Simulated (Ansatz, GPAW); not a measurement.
HfN: programs and potentials compared

```xyz
2
Lattice="0.0000 2.4548 2.4548 2.4548 0.0000 2.4548 2.4548 2.4548 0.0000" Properties=species:S:1:pos:R:3 pbc="T T T"
Hf    0.0000    0.0000    0.0000
N     1.2274    1.2274    1.2274
```

The cell comes from a database or a generator and needn't be the stable form of this composition.

Alike in all runs: task band structure; functional LDA; k mesh 9 × 9 × 9; occupations fermi-dirac, width 0.05 eV; no spin polarisation; no spin-orbit coupling. LDA stands for any of its common fits. Pressure is positive in compression and, in plane waves, holds the error of the finite cutoff, which Ansatz's Pulay term estimates and takes out.

| program and potentials | plane-wave cutoff (eV) | notes | pressure (GPa) |
| --- | --- | --- | --- |
| Ansatz, Ansatz PAW | 420 | potentials made for PBE, which Ansatz adapts in part; 15.5 valence electrons an atom on average | ? |
| Ansatz, all-electron LAPW, scalar-relativistic | - | - | -9.59 |
| GPAW, the program's PAW data sets (release 1.2.1) made for this functional | 800 | 8.5 valence electrons an atom on average | -9.77 |

Problem. Estimate from the other rows what the run with Ansatz, Ansatz PAW gave.

Solution. Pressure -9.68 GPa. Its pressure holds a Pulay term of +0.48 GPa. The other rows, which needn't bracket it: pressure -9.77 to -9.59.
